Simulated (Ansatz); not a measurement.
Runs of Ansatz 0.2.0 on Bi. Symmetry: Im-3m, No. 229, cubic system. The conventional cell has a = 3.963 Å, b = 3.963 Å, c = 3.963 Å, α = 90.00°, β = 90.00°, γ = 90.00°. Bi (site symmetry m-3m) has 8 Bi at 3.43 Å as nearest neighbours. This isn't the form of Bi at room conditions, which is rhombohedral.

```tsv
task	level	potentials or basis	spin	cell	k mesh	cutoff (eV)	smearing	moments locked	other functionals evaluated on the density	optics k mesh	broadening	basis error allowed	mesh quality	gap on the mesh (eV)	pressure (GPa)
elastic constants	PBEsol+D3(BJ)+ATM	all-electron PAW datasets made for the crystal	off	as given	7 × 7 × 7	260	methfessel-paxton 0.05 eV	-	-	-	-	-	coarse	none	(a)
single point	PBE	all-electron LAPW, scalar-relativistic	off	as given	6 × 6 × 6	146	fermi-dirac 0.03 eV	-	-	-	-	0.002 eV/atom	coarse	none	1.1
single point	PBEsol-PBE	all-electron LAPW, scalar-relativistic	off	volume scaled by 1.15	9 × 9 × 9	140	tetrahedron	-	LDA, revPBE, PBE	-	-	0.001 eV/atom	not flagged	none	-7.6
optical spectrum	LDA	all-electron LAPW, relativistic spinors	SOC, no magnetisation	volume scaled by 0.96	7 × 7 × 7	179	fermi-dirac 0.01 eV	-	-	10 × 10 × 10	0.1 eV	0.0005 eV/atom	coarse	none	-
```

Task: Fill in the values left out.

Result: (a) -3.6.

Caveats: some runs use coarse meshes; spin-orbit coupling is left out, which moves the levels of the heavy elements (some runs); the k mesh is thin for a metal, which can move the energy by tens of meV per atom (some runs); the cell is more than 3 GPa from zero pressure, which shifts response properties (some runs); the datasets are made anew for each crystal, so energies of different cells compare to about 1 meV per atom (some runs); the elastic tensor has a negative eigenvalue, so either the cell is unstable as it stands or the mesh is too thin (some runs); pairwise dispersion overbinds metals, which lowers pressure and volume (some runs); with tetrahedron occupations forces and stress needn't match the slope of the energy (some runs).

A k mesh can miss the band edges, and rows without SOC leave out spin-orbit coupling on Bi.

A gap of «none» marks a metal or a gap under the smearing width.

The runs don't all hold the same shells in valence.
